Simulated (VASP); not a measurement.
Crystal: TiAl.

```xyz
2
Lattice="2.8673 0.0000 0.0000 -1.4336 2.4831 0.0000 0.0000 0.0000 4.6781" Properties=species:S:1:pos:R:3 pbc="T T T"
Ti    0.0000    0.0000    0.0000
Al    0.0000    1.6554    2.3390
```

The cell comes from a database or a generator and needn't be the stable form of this composition.

| Quantity | Value |
| --- | --- |
| Program | VASP 6.6.1 |
| Task | relaxation of cell and atoms |
| Functional | LDA |
| Potentials or basis | VASP PAW LDA potentials, release 64 (Ti_sv, Al) |
| Cutoff | 600 eV |
| k mesh | 10 × 10 × 6 |
| Occupations | fermi-dirac, width 0.05 eV |
| Spin | no spin polarisation |

At the start: pressure -5.9 GPa; volume 16.65 Å³/atom.

Where does the relaxation end?

Over 7 steps the energy falls by 17.7 meV/atom and the volume is 15.72 Å³/atom (-5.6 %); space group P-6m2 (No. 187, to 0.05 Å).

The path:
```tsv
step	energy change (eV)	largest force (eV/Å)	pressure (GPa)	volume (Å³)
1	0.0000	0.0000	-5.94	33.31
2	-0.0206	0.0000	4.41	30.42
3	-0.0354	0.0000	-0.02	31.50
4	-0.0353	0.0000	-0.11	31.54
5	-0.0355	0.0000	-0.19	31.53
6	-0.0355	0.0000	-0.16	31.52
7	-0.0355	0.0000	0.07	31.44
```

Final structure:
```
Ti Al
1.0
     2.81182    0.00000    0.00000
    -1.40591    2.43511    0.00000
     0.00000    0.00000    4.59109
Ti Al
1 1
Direct
  0.00000 0.00000 0.00000
  0.33333 0.66667 0.50000
```
